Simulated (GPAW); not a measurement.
Crystal: CsBr.

```
Cs Br
1.0
     4.32562    0.00000    0.00000
     0.00000    4.32562    0.00000
     0.00000    0.00000    4.32562
Cs Br
1 1
Direct
  0.00000 0.00000 0.00000
  0.50000 0.50000 0.50000
```

The cell comes from a database or a generator and needn't be the stable form of this composition.

Base run:

- Program: GPAW 26.7.0
- Functional: PBE
- Potentials or basis: GPAW PAW data sets (gpaw-data 1.2.1)
- Cutoff: 600 eV
- Basis: pw
- k mesh: 6 × 6 × 6
- Occupations: fermi-dirac, width 0.05 eV
- Spin: no spin polarisation

Its results: band gap on the k mesh 4.42 eV, indirect (least direct gap 4.43 eV); pressure 0.6 GPa.

Q: The run is repeated on the same cell with these changes: functional from PBE to LDA; potentials or basis from GPAW PAW data sets (gpaw-data 1.2.1) to the program's PAW data sets (release 1.2.1) made for this functional. What comes out?

A: Band gap on the k mesh 4.03 eV, indirect (least direct gap 4.04 eV); pressure -1.9 GPa.

Caveats: spin-orbit coupling is left out, which moves the levels of the heavy elements.
